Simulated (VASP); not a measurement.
TiO2:

```
Ti O
1.0
     4.59984    0.00000    0.00000
     0.00000    4.59984    0.00000
     0.00000    0.00000    2.95921
Ti O
2 4
Direct
  0.00000 0.00000 0.50000
  0.50000 0.50000 0.00000
  0.30432 0.30432 0.50000
  0.19568 0.80432 0.00000
  0.80432 0.19568 0.00000
  0.69568 0.69568 0.50000
```

The cell is a database's computed one.

| Item | Value |
| --- | --- |
| Program | VASP 6.6.1 |
| Task | relaxation of cell and atoms |
| Functional | PBEsol |
| Dispersion | D3(BJ) |
| Potentials or basis | VASP PAW PBE potentials, release 64 (Ti_sv, O) |
| Cutoff | 600 eV |
| k mesh | 6 × 6 × 9 |
| Occupations | fermi-dirac, width 0.05 eV |
| Spin | no spin polarisation |

At the start: pressure -5.6 GPa; volume 10.44 Å³/atom.

Q: Where does the relaxation end?

A: Over 6 steps the energy falls by 4.4 meV/atom and the volume is 10.19 Å³/atom (-2.4 %); space group P4_2/mnm (No. 136, to 0.05 Å).

The path:
| step | energy change (eV) | largest force (eV/Å) | pressure (GPa) | volume (Å³) |
| --- | --- | --- | --- | --- |
| 1 | 0.0000 | 0.0498 | -5.63 | 62.61 |
| 2 | 0.0246 | 0.2956 | 8.53 | 59.34 |
| 3 | -0.0259 | 0.0837 | -0.08 | 61.22 |
| 4 | -0.0259 | 0.0866 | 0.02 | 61.19 |
| 5 | -0.0266 | 0.0114 | 0.08 | 61.12 |
| 6 | -0.0266 | 0.0018 | 0.09 | 61.12 |

Final structure:
```yaml
crystal:
  lattice:
    - [4.56546, 0.00000, 0.00000]
    - [0.00000, 4.56546, 0.00000]
    - [0.00000, 0.00000, 2.93211]
  atoms:
    - { symbol: Ti, position: [0.00000, 0.00000, 0.50000] }
    - { symbol: Ti, position: [0.50000, 0.50000, 0.00000] }
    - { symbol: O, position: [0.30384, 0.30384, 0.50000] }
    - { symbol: O, position: [0.19616, 0.80384, 0.00000] }
    - { symbol: O, position: [0.80384, 0.19616, 0.00000] }
    - { symbol: O, position: [0.69616, 0.69616, 0.50000] }
```

Caveat: the PAW data sets were made with another functional, which shifts forces and pressure a little.
